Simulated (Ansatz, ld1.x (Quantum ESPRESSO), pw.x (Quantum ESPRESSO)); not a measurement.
From atom to crystal: RRKJ potential for Zn (Z = 30)

* Element: zinc (Zn)
* Generator: ld1.x (Quantum ESPRESSO) 7.5
* Type: norm-conserving RRKJ (Kleinman–Bylander form)
* Functional: PBE
* Relativity: scalar-relativistic
* Frozen core: [Ar] 3d10
* Valence charge: 2
* Reference configuration: 4s1 4p1
* Partial waves: 4s (bound): rc 2.15 bohr; 4p (bound): rc 2.60 bohr
* Local potential: all-electron potential smoothed inside 2.25 bohr (lloc = -2)
* Core correction: Bessel-smoothed model core, default radius (core density twice the valence density)
* rho0: 0.001

Atomic tests: cutoffs needed: 10 Ry and 30 Ry (the cutoffs (Ry, on a coarse ladder) from which the occupation-weighted sum of valence levels, in a spherical-Bessel basis at the reference potential, stays within 10 and 1 mRy of its value at 400 Ry); ghost test: no extra level below or beside the all-electron valence levels (s, p, d, f tested) (spherical-Bessel basis up to 400 Ry, 20 bohr box); largest excitation error: -94 meV (all-electron minus pseudo) for 4s0 4p1, out of 5 test configurations.

Crystal test: bcc Zn in pw.x 7.5, no spin, 15³ k-points, Fermi–Dirac smearing 0.01 Ry, cutoffs 50/200 Ry. The reference is all-electron LAPW (Ansatz 0.2.0) with the same functional, mesh and smearing; V0 and B0 come from Birch–Murnaghan fits to the pressures at five volumes. Errors are pseudo minus all-electron; Δ is the rms difference of the E(V) curves that follow from these fits, minima aligned, over ±6 % about the mean V0. Mesh and smearing are coarse, so the numbers serve the comparison and aren't converged zero-temperature values; the lattice is a test structure that the element need not adopt.

```
V (Å³/atom)  P all-electron (GPa)  P pseudo (GPa)
     14.468                  4.67          -16.27
     14.848                  2.51          -16.57
     15.229                  0.67          -16.78
     15.610                 -0.89          -16.89
     15.990                 -2.22          -16.93
```

All-electron: a0 = 3.134 Å (V0 = 15.39 Å³/atom), B0 = 64.0 GPa.

Pseudopotential: mean pressure error (GPa): -17.64. The pressure does not cross zero within the volumes sampled, so no fit is given. This is a poor potential for the solid.

Task: At the middle volume, how do free energy and pressure move when the wave cutoff is lowered (ecutrho kept at four times it)?

Result:

```json
{"cutoff (Ry)": "22", "shift of F (meV/atom)": "+25.1", "shift of P (GPa)": "-0.45"}
{"cutoff (Ry)": "30", "shift of F (meV/atom)": "+5.9", "shift of P (GPa)": "-0.31"}
{"cutoff (Ry)": "40", "shift of F (meV/atom)": "+0.1", "shift of P (GPa)": "-0.00"}
```

The run at the middle volume (120 k-points, 6 iterations) took about 5.9 s on one core of a shared host (Neoverse-V1, 64 threads, 495 GiB, load 16).
